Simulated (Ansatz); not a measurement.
# How the vibrations of C change with volume

All numbers below come from DFT PBEsol, scalar-relativistic, plane waves, PAW (Ansatz). Cutoff 420 eV, 18×18×6 k-points (Γ-centred), Fermi-Dirac smearing of 0.15 eV. No spin polarisation. Phonons by linear response, acoustic sum rule imposed.

Relaxed structure:
```
C
1.0
     1.22957   -2.12925    0.00000
     1.22957    2.12925    0.00000
     0.00000    0.00000    7.38686
C
4
Direct
  0.08333 0.91667 0.75000
  0.58333 0.41667 0.25000
  0.91667 0.08333 0.25000
  0.41667 0.58333 0.75000
```

Without a gap, frequencies depend on the k mesh and the smearing, soft modes most. The crystal is built of layers and no dispersion correction was added, so the binding between them is poorly described, and with it their spacing and whatever depends on it.

Cells at 0.98 and 1.02 times the equilibrium volume were relaxed in shape and atoms; γ = −d ln ν / d ln V, modes matched by rank.

(1) Give the optical frequencies at Γ (cm⁻¹) at the three volumes and the mode Grüneisen parameters.

(2) What pressures hold the two strained cells, and what bulk modulus follows?

Answers

(1)
```csv
0.98 V,V,1.02 V,γ,degeneracy
22i,19i,17i,–,1
36,32,28,6.16,1
63,51,40,11.47,1
872,873,874,-0.04,1
874,874,875,-0.03,1
1572,1570,1569,0.03,1
1574,1573,1571,0.05,1
1577,1575,1574,0.05,1
1580,1577,1575,0.08,1
```

i marks imaginary modes: the cell is unstable against these displacements at all three volumes, and γ isn't given for them.

(2) 0.17 GPa at 0.98 V and -0.10 GPa at 1.02 V, so B = −dP/d ln V ≈ 7 GPa.

This form isn't the element's structure at ambient conditions. The bands only touch here, so at this level the crystal is a zero-gap semiconductor or semimetal, not an ordinary metal.